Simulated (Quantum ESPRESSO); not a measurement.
# Dielectric function and optical constants of RbCl

Wanted: where RbCl starts to absorb, how strongly, and its refractive index. The cell comes from an older database entry, whose edges can differ from later determinations, mostly by under a per cent.

Main program and level: Quantum ESPRESSO 7.5; DFT, PBE, plane waves with norm-conserving potentials (PseudoDojo), scalar-relativistic, independent-particle optical response without local fields and without the non-local commutator.

The database entry behind the starting cell differs from later determinations by our own check (about 0.5 % short), so it need not match the best structure at ambient conditions.

## Step 1: Starting point

Symmetry: Fm-3m, No. 225, cubic system. Conventional cell: a = 6.548 Å, b = 6.548 Å, c = 6.548 Å, α = 90.00°, β = 90.00°, γ = 90.00°. Rb has 6 Cl at 3.27 Å nearest. Nearest to Cl lie 6 Rb at 3.27 Å. Farther neighbours and most contacts between anions are not listed.

## Step 2: Ground state

First the ground state: is it a metal or has it a gap?

This step: DFT, PBE, plane waves with norm-conserving potentials (PseudoDojo), scalar-relativistic, ground state (Quantum ESPRESSO 7.5).

scf.in

```
&control
  calculation = 'scf'
  prefix = 'x'
  outdir = './tmp'
  pseudo_dir = './'
  verbosity = 'high'
/
&system
  ibrav = 0
  nat = 2
  ntyp = 2
  ecutwfc = 70
  occupations = 'smearing'
  smearing = 'fd'
  degauss = 0.003675
  nbnd = 12
/
&electrons
  conv_thr = 1e-09
  electron_maxstep = 100
/
ATOMIC_SPECIES
  Rb 1.0 Rb.upf
  Cl 1.0 Cl.upf
CELL_PARAMETERS angstrom
  0.000000000000 3.274000000000 3.274000000000
  3.274000000000 0.000000000000 3.274000000000
  3.274000000000 3.274000000000 0.000000000000
ATOMIC_POSITIONS crystal
  Rb 0.000000000000 0.000000000000 0.000000000000
  Cl 0.500000000000 0.500000000000 0.500000000000
K_POINTS automatic
  6 6 6 0 0 0
```

Launch:

```sh
$ mpirun -n 4 pw.x -nk 4 -in scf.in
```

Output:

```text
for quantum simulation of materials; please cite

     using ibrav=0 with symmetry is DISCOURAGED, use correct ibrav instead

     G-vector sticks info
     --------------------
     sticks:   dense  smooth     PW     G-vecs:    dense   smooth      PW
     Sum        1483    1483    433                37461    37461    5817

     Using Slab Decomposition

     bravais-lattice index     =            0
     lattice parameter (alat)  =       8.7497  a.u.
     unit-cell volume          =     473.6555 (a.u.)^3
     number of atoms/cell      =            2
     number of atomic types    =            2
     number of electrons       =        16.00
     number of Kohn-Sham states=           12
     kinetic-energy cutoff     =      70.0000  Ry
     charge density cutoff     =     280.0000  Ry
     scf convergence threshold =      1.0E-09
     mixing beta               =       0.7000
     number of iterations used =            8  plain     mixing
     Exchange-correlation= PBE
                           (   1   4   3   4   0   0   0)

     celldm(1)=   8.749687  celldm(2)=   0.000000  celldm(3)=   0.000000
     celldm(4)=   0.000000  celldm(5)=   0.000000  celldm(6)=   0.000000

     crystal axes: (cart. coord. in units of alat)
               a(1) = (   0.000000   0.707107   0.707107 )
               a(2) = (   0.707107   0.000000   0.707107 )
               a(3) = (   0.707107   0.707107   0.000000 )

     reciprocal axes: (cart. coord. in units 2 pi/alat)
               b(1) = ( -0.707107  0.707107  0.707107 )
               b(2) = (  0.707107 -0.707107  0.707107 )
               b(3) = (  0.707107  0.707107 -0.707107 )

     ./Rb.upf
     Pseudo is Norm-conserving + core correction, Zval =  9.0
     Generated using ONCVPSP code by D. R. Hamann
     Using radial grid of 2308 points,  6 beta functions with:
                l(1) =   0
                l(2) =   0
                l(3) =   1
                l(4) =   1
                l(5) =   2
                l(6) =   2

     ./Cl.upf
     Pseudo is Norm-conserving + core correction, Zval =  7.0
     Generated using ONCVPSP code by D. R. Hamann
     Using radial grid of 1028 points,  6 beta functions with:
                l(1) =   0
                l(2) =   0
                l(3) =   1
                l(4) =   1
                l(5) =   2
                l(6) =   2

     atomic species   valence    mass     pseudopotential
     Rb                9.00     1.00000     Rb( 1.00)
     Cl                7.00     1.00000     Cl( 1.00)

     48 Sym. Ops., with inversion, found

                                    s                        frac. trans.

     [... symmetry matrices left out ...]
   Cartesian axes

     site n.     atom                  positions (alat units)
         1        Rb     tau(   1) = (   0.0000000   0.0000000   0.0000000  )
         2        Cl     tau(   2) = (   0.7071068   0.7071068   0.7071068  )

   Crystallographic axes

     site n.     atom                  positions (cryst. coord.)
         1        Rb     tau(   1) = (  0.0000000  0.0000000  0.0000000  )
         2        Cl     tau(   2) = (  0.5000000  0.5000000  0.5000000  )

     number of k points=    16  Fermi-Dirac smearing, width (Ry)=  0.0037
                       cart. coord. in units 2pi/alat
        k(    1) = (   0.0000000   0.0000000   0.0000000), wk =   0.0092593
        k(    2) = (   0.1178511   0.1178511  -0.1178511), wk =   0.0740741
        k(    3) = (   0.2357023   0.2357023  -0.2357023), wk =   0.0740741
        k(    4) = (  -0.3535534  -0.3535534   0.3535534), wk =   0.0370370
        k(    5) = (   0.2357023   0.0000000  -0.0000000), wk =   0.0555556
        k(    6) = (   0.3535534   0.1178511  -0.1178511), wk =   0.2222222
        k(    7) = (  -0.2357023  -0.4714045   0.4714045), wk =   0.2222222
        k(    8) = (  -0.1178511  -0.3535534   0.3535534), wk =   0.2222222
        k(    9) = (   0.0000000  -0.2357023   0.2357023), wk =   0.1111111
        k(   10) = (   0.4714045   0.0000000  -0.0000000), wk =   0.0555556
        k(   11) = (  -0.1178511  -0.5892557   0.5892557), wk =   0.2222222
        k(   12) = (  -0.0000000  -0.4714045   0.4714045), wk =   0.1111111
        k(   13) = (  -0.7071068   0.0000000   0.0000000), wk =   0.0277778
        k(   14) = (  -0.2357023  -0.4714045   0.7071068), wk =   0.2222222
        k(   15) = (  -0.1178511  -0.3535534   0.5892557), wk =   0.2222222
        k(   16) = (  -0.7071068   0.2357023   0.0000000), wk =   0.1111111

                       cryst. coord.
[...]
k(    9) = (   0.0000000   0.1666667  -0.1666667), wk =   0.1111111
        k(   10) = (  -0.0000000   0.3333333   0.3333333), wk =   0.0555556
        k(   11) = (   0.0000000   0.3333333  -0.5000000), wk =   0.2222222
        k(   12) = (   0.0000000   0.3333333  -0.3333333), wk =   0.1111111
        k(   13) = (   0.0000000  -0.5000000  -0.5000000), wk =   0.0277778
        k(   14) = (   0.1666667   0.3333333  -0.5000000), wk =   0.2222222
        k(   15) = (   0.1666667   0.3333333  -0.3333333), wk =   0.2222222
        k(   16) = (   0.1666667  -0.5000000  -0.3333333), wk =   0.1111111

     Dense  grid:    37461 G-vectors     FFT dimensions: (  48,  48,  48)

     Initial potential from superposition of free atoms

     starting charge      15.9752, renormalised to      16.0000
     Starting wfcs are    9 randomized atomic wfcs +    3 random wfcs

     Self-consistent Calculation

     iteration #  1     ecut=    70.00 Ry     beta= 0.70
     Davidson diagonalization with overlap

            67 MiB given to the printing process from OS
            29 MiB allocation reported by mallinfo(arena+hblkhd)
------------------
     ethr =  1.00E-02,  avg # of iterations =  6.6

     Threshold (ethr) on eigenvalues was too large:
     Diagonalizing with lowered threshold

     Davidson diagonalization with overlap

            69 MiB given to the printing process from OS
            33 MiB allocation reported by mallinfo(arena+hblkhd)
------------------
     ethr =  5.33E-04,  avg # of iterations =  2.0

     total energy              =     -87.20658997 Ry
     estimated scf accuracy    <       0.08317677 Ry

     iteration #  2     ecut=    70.00 Ry     beta= 0.70
     Davidson diagonalization with overlap

            81 MiB given to the printing process from OS
            40 MiB allocation reported by mallinfo(arena+hblkhd)
------------------
     ethr =  5.20E-04,  avg # of iterations =  2.5

     total energy              =     -87.23039263 Ry
     estimated scf accuracy    <       0.02663287 Ry

     iteration #  3     ecut=    70.00 Ry     beta= 0.70
     Davidson diagonalization with overlap

            82 MiB given to the printing process from OS
            41 MiB allocation reported by mallinfo(arena+hblkhd)
------------------
     ethr =  1.66E-04,  avg # of iterations =  2.9

     total energy              =     -87.23596625 Ry
     estimated scf accuracy    <       0.00041032 Ry

     iteration #  4     ecut=    70.00 Ry     beta= 0.70
     Davidson diagonalization with overlap

            83 MiB given to the printing process from OS
            42 MiB allocation reported by mallinfo(arena+hblkhd)
------------------
     ethr =  2.56E-06,  avg # of iterations = 11.7

     total energy              =     -87.23604309 Ry
     estimated scf accuracy    <       0.00001086 Ry

     iteration #  5     ecut=    70.00 Ry     beta= 0.70
     Davidson diagonalization with overlap

            84 MiB given to the printing process from OS
            43 MiB allocation reported by mallinfo(arena+hblkhd)
------------------
     ethr =  6.79E-08,  avg # of iterations =  2.9

     total energy              =     -87.23604617 Ry
     estimated scf accuracy    <       0.00000054 Ry

     iteration #  6     ecut=    70.00 Ry     beta= 0.70
     Davidson diagonalization with overlap

            85 MiB given to the printing process from OS
            45 MiB allocation reported by mallinfo(arena+hblkhd)
------------------
     ethr =  3.37E-09,  avg # of iterations =  2.8

     total energy              =     -87.23604648 Ry
     estimated scf accuracy    <       0.00000009 Ry

     iteration #  7     ecut=    70.00 Ry     beta= 0.70
     Davidson diagonalization with overlap

            87 MiB given to the printing process from OS
            46 MiB allocation reported by mallinfo(arena+hblkhd)
------------------
     ethr =  5.64E-10,  avg # of iterations =  2.0

     total energy              =     -87.23604650 Ry
     estimated scf accuracy    <          1.7E-09 Ry

     iteration #  8     ecut=    70.00 Ry     beta= 0.70
     Davidson diagonalization with overlap

            88 MiB given to the printing process from OS
            47 MiB allocation reported by mallinfo(arena+hblkhd)
------------------
     ethr =  1.08E-11,  avg # of iterations =  3.2

     End of self-consistent calculation

          k = 0.0000 0.0000 0.0000 (  4645 PWs)   bands (ev):

   -22.7401 -10.8570  -6.7835  -6.7835  -6.7835   1.1545   1.1545   1.1545
     6.2036   9.1510   9.1510   9.1510

     occupation numbers
     1.0000   1.0000   1.0000   1.0000   1.0000   1.0000   1.0000   1.0000
     0.0000   0.0000   0.0000   0.0000

          k = 0.1179 0.1179-0.1179 (  4711 PWs)   bands (ev):

   -22.7358 -10.8741  -6.7867  -6.7867  -6.7758   0.8924   1.0619   1.0619
     6.8332   8.9837   9.4999   9.4999

     occupation numbers
     1.0000   1.0000   1.0000   1.0000   1.0000   1.0000   1.0000   1.0000
     0.0000   0.0000   0.0000   0.0000

          k = 0.2357 0.2357-0.2357 (  4693 PWs)   bands (ev):

   -22.7272 -10.9080  -6.7929  -6.7929  -6.7608   0.4593   0.8870   0.8870
     8.1803   8.9940  10.4664  10.4664

     occupation numbers
     1.0000   1.0000   1.0000   1.0000   1.0000   1.0000   1.0000   1.0000
     0.0000   0.0000   0.0000   0.0000

          k =-0.3536-0.3536 0.3536 (  4664 PWs)   bands (ev):

   -22.7228 -10.9248  -6.7959  -6.7959  -6.7535   0.2726   0.8042   0.8042
     8.9502   9.1890  11.3669  11.3669

     occupation numbers
     1.0000   1.0000   1.0000   1.0000   1.0000   1.0000   1.0000   1.0000
     0.0000   0.0000   0.0000   0.0000

     [... further k points left out ...]

     the Fermi energy is     3.3244 ev

!    total energy              =     -87.23604650 Ry
     estimated scf accuracy    <          1.4E-10 Ry
     smearing contrib. (-TS)   =       0.00000000 Ry
     internal energy E=F+TS    =     -87.23604650 Ry

     The total energy is F=E-TS. E is the sum of the following terms:
     one-electron contribution =     -20.43301849 Ry
     hartree contribution      =      15.66723436 Ry
     xc contribution           =     -23.20545234 Ry
     ewald contribution        =     -59.26481003 Ry

     convergence has been achieved in   8 iterations

     XML data file, charge density, pseudopotentials, collected wavefunctions

                                        0.00s GPU  (     184 calls)

=------------------------------------------------------------------------------=
   JOB DONE.
=------------------------------------------------------------------------------=
```

Wall time 8.7 s (4 MPI ranks of Intel Xeon Platinum 8259CL at 2.50GHz (Skylake/Cascade Lake), shared host); peak memory 0.09 GiB; 34 s of CPU time.

Numbers from this step:

| Quantity | Value |
| --- | --- |
| total energy | -87.24 Ry |
| gap on the k-mesh | 5.049 eV |
| direct gap on the mesh | 5.049 eV |

There is a gap, 5.05 eV on this mesh (points off the mesh can give less), so no carriers' term is needed.

[end of part 1 of 3]

[Machine, clock, banner and «Message from routine» lines are left out of the logs.]

[Logs are printed without paths, hosts, clocks, repeated set-up lines and the standing remarks that a program may print on its own settings, such as how far it seeks lower states.]

[Hosts, paths, dates, database ids (printed as entryN), source tags and the programs' standing remarks are cut or masked in the printed files.]
